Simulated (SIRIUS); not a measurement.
Zn:

```
Zn
1.0
     2.67000    0.00000    0.00000
    -1.33500    2.31229    0.00000
     0.00000    0.00000    4.96600
Zn
2
Direct
  0.66667 0.33333 0.75000
  0.33333 0.66667 0.25000
```

| Quantity | Value |
| --- | --- |
| Program | SIRIUS 7.12.0 |
| Task | single point |
| Functional | PBEsol |
| Potentials or basis | all-electron FP-LAPW |
| Cutoff | 167 eV |
| Basis | apw+lo standard |
| k mesh | 11 × 11 × 6 |
| Occupations | fermi-dirac, width 0.05 eV |
| Spin | no spin polarisation |

On this cell: largest force under 0.003 eV/Å; band gap on the k mesh none (metal or under the smearing width).

The same run follows on a disturbed copy (atoms moved at random):

```
Zn
1.0
     2.67000    0.00000    0.00000
    -1.33500    2.31229    0.00000
     0.00000    0.00000    4.96600
Zn
2
Direct
  0.66542 0.31974 0.74893
  0.32257 0.68013 0.25107
```

Problem. What does the disturbed cell give?

Solution. The energy (extrapolated to zero smearing) moves by +1.0 meV/atom; largest force 0.045 eV/Å; band gap on the k mesh none (metal or under the smearing width).

Forces on the atoms (eV/Å):
```
Zn  -0.026  0.031  0.020
Zn   0.026 -0.031 -0.020
```
